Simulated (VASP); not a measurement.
**LiF in VASP: how settings move the PBE single point**

The PBE single point of LiF, CsCl type, under +1.5 % biaxial strain in x and y, free along z is repeated with altered inputs. Which of them can be trusted? This is a trial cell built on a prototype, not taken from a measured structure, and it needn't be the compound's ground state.

The runs shown are made with VASP 6.6.1. PAW datasets, plane waves. (Calculated; spin-unpolarised; the phase may be known or hypothetical.)

**1. The structure to begin with**

The cell comes from an earlier relaxation with r2SCAN in another program, then strained, with the atoms relaxed again.

It is tetragonal, P4/mmm (No. 123); a = 2.553 Å, c = 2.524 Å in the conventional setting, 8.23 Å³ an atom. Around Li lie 8 F at 2.20 Å and 2 Li at 2.52 Å; around F lie 8 Li at 2.20 Å and 2 F at 2.52 Å.

Coordinates:

```cif
data_structure
_symmetry_space_group_name_H-M 'P 1'
_symmetry_Int_Tables_number 1
_cell_length_a 2.5535
_cell_length_b 2.5535
_cell_length_c 2.5241
_cell_angle_alpha 90.000
_cell_angle_beta 90.000
_cell_angle_gamma 90.000
_cell_volume 16.46
loop_
_atom_site_label
_atom_site_type_symbol
_atom_site_fract_x
_atom_site_fract_y
_atom_site_fract_z
_atom_site_occupancy
Li1 Li 0.00000 0.00000 0.00000 1
F1 F 0.50000 0.50000 0.50000 1
```

**2. Reference**

Contents of INCAR:

```
ENCUT = 520.000000
SIGMA = 0.020000
EDIFF = 1.00e-07
GGA = PE
PREC = Accurate
IBRION = -1
ISIF = 2
ISMEAR = -1
NBANDS = 12
NELM = 120
NSW = 0
LASPH = .TRUE.
LCHARG = .TRUE.
LELF = .TRUE.
LWAVE = .FALSE.
LREAL = .FALSE.
```

Contents of KPOINTS:

```
KPOINTS created by Atomic Simulation Environment
0
Gamma
10 10 10
0 0 0
```

Contents of POSCAR:

```
Li F
 1.0000000000000000
     2.5534990687999999    0.0000000000000000    0.0000000000000000
     0.0000000000000000    2.5534990687999999    0.0000000000000000
     0.0000000000000000    0.0000000000000000    2.5241266293000000
 Li  F
   1   1
Cartesian
  0.0000000000000000  0.0000000000000000  0.0000000000000000
  1.2767495343999999  1.2767495343999999  1.2620633146500000
```

A file KPOINTS_OPT adds named points for the levels; it doesn't enter the self-consistent loop.

Potentials: the recommended PBE PAW datasets, 10 valence electrons.

Command:

```bash
mpirun -np 1 vasp_std
```

**3. Altered input 1**

Contents of INCAR:

```
ENCUT = 520.000000
EDIFF = 1.00e-07
GGA = PE
PREC = Accurate
IBRION = -1
ISIF = 2
NBANDS = 12
NSW = 0
LASPH = .TRUE.
LCHARG = .FALSE.
LWAVE = .FALSE.
LREAL = .FALSE.
ISMEAR = -5
SIGMA = 0.3
NELM = 62
```

KPOINTS is that of step 2.

POSCAR is that of step 2.

**4. Altered input 2**

Contents of INCAR:

```
ENCUT = 520.000000
EDIFF = 1.00e-07
GGA = PE
PREC = Accurate
IBRION = -1
ISIF = 2
NBANDS = 12
NELM = 120
NSW = 0
LASPH = .TRUE.
LCHARG = .FALSE.
LWAVE = .FALSE.
LREAL = .FALSE.
BMIX = 2.0
ISMEAR = 0
SIGMA = 0.005
```

Contents of KPOINTS:

```
KPOINTS created by Atomic Simulation Environment
0
Gamma
15 15 15
0 0 0
```

POSCAR is that of step 2.

**Question.** What will these runs give? Wanted: for each run, changed; ending; energy change; pressure; electronic steps; usable.

As calculated:

| run | changed | ending | energy change (meV/atom) | pressure (GPa) | gap on the mesh (eV; negative: overlap) | electronic steps | time | usable |
| --- | --- | --- | --- | --- | --- | --- | --- | --- |
| ref. | – | converged | 0 | 0.9 | 7.61 | 12 | 7.6 s | yes |
| 1 | ISMEAR = -5, SIGMA = 0.3, NELM = 62 | converged | 0.0 | 0.9 | 7.61 | 12 | 8 s | yes |
| 2 | BMIX = 2, ISMEAR = 0, SIGMA = 0.005, mesh 15×15×15 | converged | 0.0 | 0.9 | 7.62 | 13 | 19 s | yes |

Of 2 altered inputs, 2 gave usable results.
